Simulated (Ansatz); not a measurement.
In on a Ga site in GaN

Level of theory: PBEsol, no spin polarisation, scalar-relativistic; Ansatz, plane waves to 420 eV (PAW set soft_2), k-mesh 2×2×2 shifted by half a step.

The relaxed host crystal (Kohn–Sham gap 1.88 eV):

```xyz
4
Lattice="3.1828 0.0000 0.0000 -1.5914 2.7564 0.0000 0.0000 0.0000 5.1852" Properties=species:S:1:pos:R:3 pbc="T T T"
Ga    1.5914    0.9188    2.5883
Ga    0.0000    1.8376    5.1809
N     1.5914    0.9188    4.5413
N     0.0000    1.8376    1.9487
```

Supercell of 36 atoms, rows of the matrix [[-1,1,1],[-1,-2,1],[2,1,1]] times the cell vectors; In on a Ga site at (0.667, 0.333, 0.499) in fractions of the cell above. Atoms are relaxed at the host's cell.

Distances from the In atom (Å), by shell of the perfect crystal:

```csv
shell,perfect crystal,"relaxed, charge 0"
4 N,1.95,2.10
12 Ga,3.18,3.21 (3.20 to 3.22)
1 N,3.23,3.24
```

| charge | gap of the cell on the mesh (eV) | carriers |
| --- | --- | --- |
| 0 | 3.14 | none in the bands |

On this mesh the host's own supercell has a gap of 3.24 eV.

Formation energy of the neutral defect: 1.61 eV, taking atoms from and to the elements' standard states (no corrections for gases), so it belongs to those chemical potentials alone.

Caveats: semilocal functionals make gaps too small, which shifts levels too; small supercell, so energies and levels can be off by tenths of an eV; the atoms kept the symmetry of the start, so a distorted state could lie lower.

Indium replaces gallium as an isovalent cation, so the neutral cell has no carriers in its bands, and its gap of 3.14 eV stays close to the 3.24 eV of the host on the same mesh, with no sign of a deep level. Both values exceed the host's 1.88 eV because the shifted mesh misses the zone centre, where the band edges of GaN lie. The slight narrowing has the direction known from InGaN alloys, but it is no measure of the band-edge shift or bowing.

The main response is elastic. The larger indium ion pushes its four nitrogen neighbours from 1.95 to 2.10 Å, while the surrounding gallium shell barely moves, so much of the misfit is probably taken up by bond-angle changes around those nitrogen atoms. The positive formation energy of 1.61 eV fits this strain together with the weaker In–N bond, though the two shares cannot be separated here. Gallium-poor conditions would lower this cost, with the indium supply ultimately limited by precipitation of InN.
